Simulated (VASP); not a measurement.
# C (Fd-3m) in VASP: a series of runs

The runs below take C through G0W0 quasiparticle levels, with PBE.

All numbers are computed with VASP 6.6.1; they aren't measurements. Logs are shortened: lines on timing, memory, paths and dates and some standing lists are left out, and cuts for length are marked.

## Step 1: The crystal as given

Symmetry: Fd-3m, No. 227, cubic system. The conventional cell has a = 3.567 Å, b = 3.567 Å, c = 3.567 Å, α = 90.00°, β = 90.00°, γ = 90.00°. C (site symmetry -43m) is surrounded by 4 C at 1.54 Å.

This isn't the form of C at room conditions, which is graphite.

## Step 2: G0W0 quasiparticle levels, PBE

File POSCAR:

```
C
1.0
    0.0000000000      1.7833700000      1.7833700000
    1.7833700000      0.0000000000      1.7833700000
    1.7833700000      1.7833700000      0.0000000000
C
2
Direct
    0.7500000000      0.7500000000      0.7500000000
    0.5000000000      0.5000000000      0.5000000000
```

File INCAR.step1:

```
PREC = Accurate ; ENCUT = 450
EDIFF = 1E-8 ; ISMEAR = 0
SIGMA = 0.01 ; LREAL = False
LASPH = True ; NELM = 100
ALGO = Normal ; LWAVE = True
LCHARG = False ; GGA = PE
```

File INCAR.step2:

```
PREC = Accurate ; ENCUT = 450
EDIFF = 1E-8 ; ISMEAR = 0
SIGMA = 0.01 ; LREAL = False
LASPH = True ; NELM = 1
ALGO = Exact ; LWAVE = True
LCHARG = False ; GGA = PE
NBANDS = 49 ; LOPTICS = True
ISTART = 1
```

File INCAR.step3:

```
PREC = Accurate ; ENCUT = 450
EDIFF = 1E-8 ; ISMEAR = 0
SIGMA = 0.01 ; LREAL = False
LASPH = True ; ALGO = EVGW0
LWAVE = False ; LCHARG = False
GGA = PE ; NELMGW = 1
NBANDS = 49 ; ENCUTGW = 200
NOMEGA = 48 ; PRECFOCK = Fast
ISTART = 1 ; NBANDSGW = 12
```

File KPOINTS:

```
Automatic mesh
0
Gamma
  4 4 4
```

Potentials or basis: VASP PAW PBE potentials, release 64 (C_GW).

The run is started by

```sh
cat potpaw_PBE.64/C_GW/POTCAR > POTCAR
cp INCAR.step1 INCAR
mpirun -np 1 vasp_std > vasp.out
cp INCAR.step2 INCAR
mpirun -np 1 vasp_std > vasp.out
cp INCAR.step3 INCAR
mpirun -np 1 vasp_std > vasp.out
```

OUTCAR:

```text
PREC = Accurate
   ENCUT = 450
   EDIFF = 1E-8
   ISMEAR = 0
   LREAL = False
   LASPH = True
   GGA = PE
   NELMGW = 1
   ENCUTGW = 200
   PRECFOCK = Fast
   ISTART = 1

 Found      8 irreducible k-points:

 Following reciprocal coordinates:
            Coordinates               Weight
  0.000000  0.000000  0.000000      1.000000
  0.250000  0.000000  0.000000      8.000000
  0.500000  0.000000  0.000000      4.000000
  0.250000  0.250000  0.000000      6.000000
  0.500000  0.250000  0.000000     24.000000
 -0.250000  0.250000  0.000000     12.000000
   k-points           NKPTS =      8   k-points in BZ     NKDIM =     64   number of bands    NBANDS=     49
   number of dos      NEDOS =    301   number of ions     NIONS =      2
   total plane-waves  NPLWV =   5832
   dimension x,y,z NGX =    18 NGY =   18 NGZ =   18
   dimension x,y,z NGXF=    36 NGYF=   36 NGZF=   36
   ions per type =               2
   NGX,Y,Z   is equivalent  to a cutoff of  11.86, 11.86, 11.86 a.u.
   NGXF,Y,Z  is equivalent  to a cutoff of  23.73, 23.73, 23.73 a.u.
 SYSTEM =  unknown system
   PREC   = accura    normal or accurate (medium, high low for compatibility)
   ISTART =      1    job   : 0-new  1-cont  2-samecut
   ICHARG =      0    charge: 1-file 2-atom 10-const
   ISPIN  =      1    spin polarized calculation?
   LNONCOLLINEAR =      F non collinear calculations
   LSORBIT =      F    spin-orbit coupling
   LASPH  =      T    aspherical Exc in radial PAW
   ENCUT  =  450.0 eV  33.07 Ry    5.75 a.u.   4.36  4.36  4.36*2*pi/ulx,y,z
   NELM   =     60;   NELMIN=  2; NELMDL=  0     # of ELM steps
   EDIFF  = 0.1E-07   stopping-criterion for ELM
   LREAL  =      F    real-space projection
   EDIFFG = 0.1E-06   stopping-criterion for IOM
   NSW    =      0    number of steps for IOM
   IBRION =     -1    ionic relax: 0-MD 1-quasi-New 2-CG
   NFREE  =      0    steps in history (QN), initial steepest desc. (CG)
   ISIF   =      0    stress and relaxation
   ISYM   =      3    0-nonsym 1-usesym 2-fastsym
   POTIM  = 0.5000    time-step for ionic-motion
   TEBEG  =    0.0;   TEEND  =   0.0 temperature during run
   PSTRESS=    0.0 pullay stress
   NELECT =       8.0000    total number of electrons
   NUPDOWN=      -1.0000    fix difference up-down
   EMIN   =  10.00;   EMAX   =-10.00  energy-range for DOS
   EFERMI =   0.00;   METHOD = LEGACY
   ISMEAR =     0;   SIGMA  =   0.01  broadening in eV -4-tet -1-fermi 0-gaus
   EFERMI_NEDOS =   21; number of points for ismear=-14 and -15
   IALGO  =     38    algorithm
   IMIX   =      4    mixing-type and parameters
     AMIX     =   0.40;   BMIX     =  1.00
     AMIX_MAG =   1.60;   BMIX_MAG =  1.00
  volume/ion in A,a.u.               =       5.67        38.28
  Fermi-wavevector in a.u.,A,eV,Ry     =   1.457203  2.753714 28.891161  2.123440
  Thomas-Fermi vector in A             =   2.574032
   LORBIT       =      0    0 simple, 1 ext, 2 COOP (PROOUT), +10 PAW based schemes
   GGA     = PE    functional components
   LHFCALC =     T    Hartree Fock is set to
   PRECFOCK=fast      Normal, Fast or Accurate (Low or Medium for compatibility)
   ENCUT4O =  -1.0   cutoff for four orbital integrals eV
   NKREDX  =     1    reduce k-point grid by
   NKREDY  =     1    reduce k-point grid by
   NKREDZ  =     1    reduce k-point grid by
   AEXX    =    1.0000 exact exchange contribution
   HFSCREEN=    0.0000 screening length (either q_TF or 0.3 A-1)
   HFSCREENC=   0.0000 screening length for correlation (either q_TF or 0.3 A-1)
   ENCUTFOCK=  -1.0 apply spherical cutoff to Coloumb kernel
   IVDW    =     0    specifies the selected vdW correction
   LEPSILON=     F    determine dielectric tensor
   LRPA    =     F    only Hartree local field effects (RPA)
   LRPAFORCE           =     F    calculate RPA forces
   ENCUTGW             = 200.0    cutoff for response function in eV
   ENCUTGWSOFT         = 160.0    soft cutoff for Coulomb kernel in GW response function in eV
   ENCUTLF             =  -1.0    cutoff for local field effects
   NELMGW              =     1    number of iterations in solving QP/BSE equation
   NELMHF              =     1    number of iterations in the inner HF iteration
   NKREDLFX            =     1    NKREDLFY  =   1   NKREDLFZ  =   1
 non-spin polarized calculation
 Gauss-broadening in eV      SIGMA  =   0.01
  energy-cutoff  :      450.00
  volume of cell :       11.34
 maximum number of plane-waves:       259
 NGX is ok and might be reduce to    18
  NGX = 12; NGY = 12; NGZ = 12
   NGX =  9   NGY =  9   NGZ =  9
 maximum number of plane-waves:        76

 QP shifts <psi_nk| G(iteration)W_0 |psi_nk>: iteration 1
 for sc-GW calculations column KS-energies equals QP-energies in previous step
 and V_xc(KS)=  KS-energies - (<T + V_ion + V_H > + <T+V_H+V_ion>^1  + <V_x>^1)

 k-point   1 :       0.0000    0.0000    0.0000
  band No.  KS-energies  QP-energies   sigma(KS)   V_xc(KS)     V^pw_x(r,r')   Z            occupation Imag(sigma)

      1     -11.6919     -13.3301     -16.9111     -14.7698     -25.4032       0.7650       2.0000       1.4729
      2       9.7941       9.2134     -17.5080     -16.8022     -19.5075       0.8227       2.0000       0.0855
      3       9.7941       9.2134     -17.5080     -16.8022     -19.5075       0.8227       2.0000       0.0855
      4       9.7941       9.2134     -17.5080     -16.8022     -19.5075       0.8227       2.0000       0.0855
      5      15.3789      16.5168     -14.1263     -15.5177      -9.0997       0.8178       0.0000      -0.1187
      6      15.3789      16.5168     -14.1263     -15.5177      -9.0997       0.8178       0.0000      -0.1187
      7      15.3789      16.5168     -14.1263     -15.5177      -9.0997       0.8178       0.0000      -0.1187
      8      23.1136      24.1190     -15.0735     -16.3805      -7.6907       0.7691       0.0000      -0.2841
      9      29.0789      29.4257     -11.4078     -11.8382      -4.2885       0.8058       0.0000      -0.4163
     10      36.3096      37.3507     -12.6080     -13.8757      -5.8641       0.8212       0.0000      -0.5947
     11      36.3096      37.3507     -12.6080     -13.8757      -5.8641       0.8212       0.0000      -0.5947
     12      37.3104      37.8728     -10.8170     -11.4877      -3.2357       0.8385       0.0000      -1.1159

 k-point   2 :       0.2500    0.0000    0.0000
  band No.  KS-energies  QP-energies   sigma(KS)   V_xc(KS)     V^pw_x(r,r')   Z            occupation Imag(sigma)
[... 65 lines left out ...]
      1      -7.2246      -8.6962     -17.1041     -15.1648     -24.3439       0.7589       2.0000       0.8845
      2       1.0894      -0.1101     -17.3557     -15.8218     -21.8755       0.7820       2.0000       0.2360
      3       2.1808       1.1136     -16.5489     -15.2063     -20.3341       0.7949       2.0000       0.1818
      4       6.7828       5.9960     -17.2805     -16.3133     -20.0320       0.8135       2.0000       0.1102
      5      17.7151      18.6668     -13.4325     -14.5991      -7.8480       0.8159       0.0000      -0.1430
      6      19.7984      21.1754     -14.1752     -15.9014      -7.9080       0.7977       0.0000      -0.1827
      7      22.1492      23.3779     -14.3447     -15.8908      -7.8388       0.7947       0.0000      -0.2166
      8      23.7027      24.8692     -14.1175     -15.6209      -6.7991       0.7759       0.0000      -0.2910
      9      29.4410      30.3754     -12.5289     -13.7089      -5.0207       0.7918       0.0000      -0.4580
     10      30.5316      31.2867     -11.7662     -12.6770      -5.4141       0.8291       0.0000      -0.3978
     11      34.5429      35.6470     -13.3009     -14.7207      -4.6234       0.7776       0.0000      -0.8635
     12      43.0647      43.6549     -11.1603     -11.8787      -3.2525       0.8215       0.0000      -1.2214

 [... further k-points ...]
```

OUTCAR.step1:

```text
PREC = Accurate
   ENCUT = 450
   EDIFF = 1E-8
   ISMEAR = 0
   LREAL = False
[... 178 lines left out ...]
      2.67505      2.67505      2.67505         0.000000      0.000000      0.000000
      1.78337      1.78337      1.78337        -0.000000     -0.000000     -0.000000
 -----------------------------------------------------------------------------------
    total drift:                                0.000000     -0.000000      0.000000

  FREE ENERGIE OF THE ION-ELECTRON SYSTEM (eV)
  ---------------------------------------------------
  free  energy   TOTEN  =       -18.0410442640 eV

  energy  without entropy=      -18.0410442640  energy(sigma->0) =      -18.04104426
```

OUTCAR.step2:

```text
PREC = Accurate
   ENCUT = 450
   EDIFF = 1E-8
   ISMEAR = 0
   LREAL = False
[... 561 lines left out ...]
     0.00000     7.50455     7.50455     7.50455    -0.00000    -0.00000     0.00000
     1.86557     7.79639     7.79639     7.79639     0.00000    -0.00000     0.00000
     3.73114     9.05962     9.05962     9.05962     0.00000    -0.00000     0.00000
     5.59671     7.85812     7.85812     7.85812     0.00000    -0.00000     0.00000
     7.46229    11.47508    11.47508    11.47508     0.00000    -0.00000     0.00000
     9.32786    26.40147    26.40147    26.40147     0.00000    -0.00000     0.00000
[... 92 lines left out ...]
   182.82600     0.96805     0.96805     0.96805     0.00000     0.00000     0.00000
   184.69158     0.96872     0.96872     0.96872     0.00000     0.00000     0.00000
```

Wall time 9.3 s (1 thread of AMD EPYC 9R45 (Zen 5), shared host); peak memory 0.1 GiB.

These settings aren't checked as converged: the numbers below hold their error.

What came out:

```
Band gap on the k mesh, mean-field level : 4.43 eV, indirect (least direct gap 5.58 eV)
Quasiparticle gap                        : 5.83 eV
Least direct quasiparticle gap           : 7.30 eV
```

Caveat: the k mesh is coarse (spacing up to 0.76 Å⁻¹), so the values aren't converged; bands, screening cutoff and mesh are small and nothing is extrapolated, so the quasiparticle values aren't converged.

## Step 3: G0W0 quasiparticle levels, PBE

POSCAR is that of step 2.

INCAR.step1 is that of step 2.

INCAR.step2: that of step 2 with these lines changed.

```diff
@@ -6,3 +6,3 @@
 LCHARG = False ; GGA = PE
-NBANDS = 49 ; LOPTICS = True
+NBANDS = 16 ; LOPTICS = True
 ISTART = 1
```

INCAR.step3: that of step 2 with these lines changed.

```diff
@@ -6,3 +6,3 @@
 GGA = PE ; NELMGW = 1
-NBANDS = 49 ; ENCUTGW = 200
+NBANDS = 16 ; ENCUTGW = 75
 NOMEGA = 48 ; PRECFOCK = Fast
```

File KPOINTS:

```
Automatic mesh
0
Gamma
  3 3 3
```

Potentials or basis: VASP PAW PBE potentials, release 64 (C_GW).

The run is started by

```sh
cat potpaw_PBE.64/C_GW/POTCAR > POTCAR
cp INCAR.step1 INCAR
mpirun -np 1 vasp_std > vasp.out
cp INCAR.step2 INCAR
mpirun -np 1 vasp_std > vasp.out
cp INCAR.step3 INCAR
mpirun -np 1 vasp_std > vasp.out
```

OUTCAR:

```text
PREC = Accurate
   ENCUT = 450
   EDIFF = 1E-8
   ISMEAR = 0
   LREAL = False
   LASPH = True
   GGA = PE
   NELMGW = 1
   ENCUTGW = 75
   PRECFOCK = Fast
   ISTART = 1

 Found      4 irreducible k-points:

 Following reciprocal coordinates:
            Coordinates               Weight
  0.000000  0.000000  0.000000      1.000000
  0.333333  0.000000  0.000000      8.000000
  0.333333  0.333333  0.000000      6.000000
 -0.333333  0.333333  0.000000     12.000000
   k-points           NKPTS =      4   k-points in BZ     NKDIM =     27   number of bands    NBANDS=     16
   number of dos      NEDOS =    301   number of ions     NIONS =      2
   total plane-waves  NPLWV =   5832
   dimension x,y,z NGX =    18 NGY =   18 NGZ =   18
   dimension x,y,z NGXF=    36 NGYF=   36 NGZF=   36
   ions per type =               2
   NGX,Y,Z   is equivalent  to a cutoff of  11.86, 11.86, 11.86 a.u.
   NGXF,Y,Z  is equivalent  to a cutoff of  23.73, 23.73, 23.73 a.u.
 SYSTEM =  unknown system
   PREC   = accura    normal or accurate (medium, high low for compatibility)
   ISTART =      1    job   : 0-new  1-cont  2-samecut
   ICHARG =      0    charge: 1-file 2-atom 10-const
   ISPIN  =      1    spin polarized calculation?
   LNONCOLLINEAR =      F non collinear calculations
   LSORBIT =      F    spin-orbit coupling
   LASPH  =      T    aspherical Exc in radial PAW
   ENCUT  =  450.0 eV  33.07 Ry    5.75 a.u.   4.36  4.36  4.36*2*pi/ulx,y,z
   NELM   =     60;   NELMIN=  2; NELMDL=  0     # of ELM steps
   EDIFF  = 0.1E-07   stopping-criterion for ELM
   LREAL  =      F    real-space projection
   EDIFFG = 0.1E-06   stopping-criterion for IOM
   NSW    =      0    number of steps for IOM
   IBRION =     -1    ionic relax: 0-MD 1-quasi-New 2-CG
   NFREE  =      0    steps in history (QN), initial steepest desc. (CG)
   ISIF   =      0    stress and relaxation
   ISYM   =      3    0-nonsym 1-usesym 2-fastsym
   POTIM  = 0.5000    time-step for ionic-motion
   TEBEG  =    0.0;   TEEND  =   0.0 temperature during run
   PSTRESS=    0.0 pullay stress
   NELECT =       8.0000    total number of electrons
   NUPDOWN=      -1.0000    fix difference up-down
   EMIN   =  10.00;   EMAX   =-10.00  energy-range for DOS
   EFERMI =   0.00;   METHOD = LEGACY
   ISMEAR =     0;   SIGMA  =   0.01  broadening in eV -4-tet -1-fermi 0-gaus
   EFERMI_NEDOS =   21; number of points for ismear=-14 and -15
   IALGO  =     38    algorithm
   IMIX   =      4    mixing-type and parameters
     AMIX     =   0.40;   BMIX     =  1.00
     AMIX_MAG =   1.60;   BMIX_MAG =  1.00
  volume/ion in A,a.u.               =       5.67        38.28
  Fermi-wavevector in a.u.,A,eV,Ry     =   1.457203  2.753714 28.891161  2.123440
  Thomas-Fermi vector in A             =   2.574032
   LORBIT       =      0    0 simple, 1 ext, 2 COOP (PROOUT), +10 PAW based schemes
   GGA     = PE    functional components
   LHFCALC =     T    Hartree Fock is set to
   PRECFOCK=fast      Normal, Fast or Accurate (Low or Medium for compatibility)
   ENCUT4O =  -1.0   cutoff for four orbital integrals eV
   NKREDX  =     1    reduce k-point grid by
   NKREDY  =     1    reduce k-point grid by
   NKREDZ  =     1    reduce k-point grid by
   AEXX    =    1.0000 exact exchange contribution
   HFSCREEN=    0.0000 screening length (either q_TF or 0.3 A-1)
   HFSCREENC=   0.0000 screening length for correlation (either q_TF or 0.3 A-1)
   ENCUTFOCK=  -1.0 apply spherical cutoff to Coloumb kernel
   IVDW    =     0    specifies the selected vdW correction
   LEPSILON=     F    determine dielectric tensor
   LRPA    =     F    only Hartree local field effects (RPA)
   LRPAFORCE           =     F    calculate RPA forces
   ENCUTGW             =  75.0    cutoff for response function in eV
   ENCUTGWSOFT         =  60.0    soft cutoff for Coulomb kernel in GW response function in eV
   ENCUTLF             =  -1.0    cutoff for local field effects
   NELMGW              =     1    number of iterations in solving QP/BSE equation
   NELMHF              =     1    number of iterations in the inner HF iteration
   NKREDLFX            =     1    NKREDLFY  =   1   NKREDLFZ  =   1
 non-spin polarized calculation
 Gauss-broadening in eV      SIGMA  =   0.01
  energy-cutoff  :      450.00
  volume of cell :       11.34
 maximum number of plane-waves:       259
 NGX is ok and might be reduce to    18
  NGX = 10; NGY = 10; NGZ = 10
   NGX =  9   NGY =  9   NGZ =  9
 maximum number of plane-waves:        18
 NGX is ok and might be reduce to    10

 QP shifts <psi_nk| G(iteration)W_0 |psi_nk>: iteration 1
 for sc-GW calculations column KS-energies equals QP-energies in previous step
 and V_xc(KS)=  KS-energies - (<T + V_ion + V_H > + <T+V_H+V_ion>^1  + <V_x>^1)

 k-point   1 :       0.0000    0.0000    0.0000
  band No.  KS-energies  QP-energies   sigma(KS)   V_xc(KS)     V^pw_x(r,r')   Z            occupation Imag(sigma)

      1     -11.6473     -12.7549     -16.2318     -14.7556     -25.3472       0.7503       2.0000       1.6243
      2       9.8679      10.2163     -16.3941     -16.8171     -19.9899       0.8237       2.0000       0.1199
      3       9.8679      10.2163     -16.3941     -16.8171     -19.9899       0.8237       2.0000       0.1199
      4       9.8679      10.2163     -16.3941     -16.8171     -19.9899       0.8237       2.0000       0.1199
      5      15.4341      17.2429     -13.2960     -15.5106      -8.7983       0.8168       0.0000      -0.1281
      6      15.4341      17.2429     -13.2960     -15.5106      -8.7983       0.8168       0.0000      -0.1281
      7      15.4341      17.2429     -13.2960     -15.5106      -8.7983       0.8168       0.0000      -0.1281
      8      23.1878      25.0056     -14.0477     -16.3713      -7.5094       0.7823       0.0000      -0.3211
      9      29.1228      30.1060     -10.5801     -11.7768      -4.2105       0.8215       0.0000      -0.4824
     10      36.3294      38.5431     -11.2008     -13.8641      -5.7988       0.8312       0.0000      -0.5730
     11      36.3294      38.5431     -11.2008     -13.8641      -5.7988       0.8312       0.0000      -0.5730
     12      37.3230      38.9072      -9.5295     -11.4342      -3.1747       0.8317       0.0000      -1.0661
[... 36 lines left out ...]
      1      -4.2127      -4.9906     -16.6600     -15.6623     -23.8906       0.7797       2.0000       0.7007
      2      -1.0910      -1.6879     -16.4349     -15.6693     -22.6185       0.7796       2.0000       0.4144
      3       0.4601      -0.0141     -15.3274     -14.7311     -20.4133       0.7952       2.0000       0.2795
      4       5.1713       5.0937     -16.1136     -16.0176     -20.5476       0.8091       2.0000       0.1708
      5      16.1747      17.4750     -12.2616     -13.8331      -7.4417       0.8274       0.0000      -0.1394
      6      22.7827      25.1861     -13.2443     -16.2645      -7.3004       0.7958       0.0000      -0.2778
      7      23.3949      25.5611     -13.0746     -15.8044      -6.9698       0.7935       0.0000      -0.2921
      8      24.8609      27.1323     -13.3812     -16.2715      -6.8366       0.7859       0.0000      -0.3635
      9      26.7823      28.4150     -11.7801     -13.7675      -6.2290       0.8215       0.0000      -0.2987
     10      33.5173      35.2761     -10.8190     -12.9221      -5.2095       0.8362       0.0000      -0.5578
     11      34.6985      37.0361     -12.1893     -15.1757      -4.6899       0.7827       0.0000      -0.8304
     12      43.6201      45.4324      -9.8426     -12.0205      -3.2034       0.8321       0.0000      -1.3037
```

Run time: 3 s. Hardware: 1 thread of AMD EPYC 9R45 (Zen 5), shared host; peak memory 0.08 GiB.

The run converged, but some of its settings lie outside the range that counts as converged, so its numbers aren't taken as properties of the crystal.

What came out:

```
Band gap on the k mesh, mean-field level : 4.11 eV, indirect (least direct gap 5.57 eV)
Quasiparticle gap                        : 5.01 eV
Least direct quasiparticle gap           : 7.03 eV
```

Caveat: the k mesh is coarse (spacing up to 1.02 Å⁻¹), so the values aren't converged; bands, screening cutoff and mesh are small and nothing is extrapolated, so the quasiparticle values aren't converged; an odd mesh through Γ misses points on the zone boundary, where band edges often lie.
